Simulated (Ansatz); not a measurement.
# CuAu in Ansatz: the effect of functional

Crystal: CuAu.

```
Au Cu
1.0
     2.79188    0.00000    0.00000
     0.00000    2.79188    0.00000
     0.00000    0.00000    3.66027
Au Cu
1 1
Direct
  0.00000 0.00000 0.00000
  0.50000 0.50000 0.50000
```

The cell isn't the ideal one: volume scaled by 0.98.

Alike in all runs:

```yaml
Program: Ansatz 0.2.0
Task: single point
Potentials_or_basis: Ansatz PAW
k_mesh: 9 × 9 × 7
Occupations: fermi-dirac, width 0.05 eV
Spin: no spin polarisation
```

```tsv
functional	cutoff	pressure (GPa)
LDA	420 eV (not typed: the program's choice for these potentials)	-6.1
PBEsol	420 eV (not typed: the program's choice for these potentials)	?
r2SCAN	500 eV (not typed: the program's choice for these potentials)	3.0
```

Question: What does the run with functional PBEsol give?

Answer: Pressure -0.7 GPa.

Caveats: the PAW data sets come from PBE, with cores solved anew for the run's functional, which leaves a small shift of forces and pressure.
